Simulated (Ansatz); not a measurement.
Computed with DFT PBE, scalar-relativistic, plane waves, PAW in Ansatz 0.2.0. All cells share a 420 eV cutoff and Γ-centred k meshes spaced at most about 0.3 Å⁻¹ (about 0.25 or finer for metals, 2π included). No spin polarisation in the final relaxations.

Temperature and zero-point effects are left out. All come from trial cells, and lower structures may exist.

Question: Order these relaxed structures of Te by energy, lowest first, with the energy over the lowest of them.
A.

```
Te
1.0
     5.36936    0.00000    0.00000
    -2.68468    4.65000    0.00000
     0.00000    0.00000    6.41428
Te
5
Cartesian
  2.6847 1.5500 4.7406
  2.6847 1.5500 1.6737
  0.0000 0.0000 0.0000
  0.0000 0.0000 3.2071
  0.0000 3.1000 0.0000
```

B.

```
Te
1.0
    -3.23871    3.23871    4.32740
     3.23871   -3.23871    4.32740
     3.23871    3.23871   -4.32740
Te
4
Direct
  0.87500 0.62500 0.25000
  0.37500 0.62500 0.75000
  0.37500 0.62500 0.25000
  0.37500 0.12500 0.75000
```

Answer: B (0 meV/atom), A (193 meV/atom). Forms: B I4_1/amd; A P-6m2. Counting all near atoms (those within 1.25 times the shortest such distance or 1.15 times the sum of covalent radii, 1.27 where that leaves under three; a plus sign parts nearer from farther groups; a slash parts the counts of unlike sites): B has Te 6; A has Te 8/3+6/1+10/5+6.

These runs have no spin–orbit coupling, which can matter for Te. Cells relaxed within their symmetry can be saddle points. The part of the Crystallography Open Database at hand lists Te in space groups No. 12, 152, 154; no cell shown has one of them. Some structure types and database cells were kept out of the candidates from the start, so a known form may be missing.
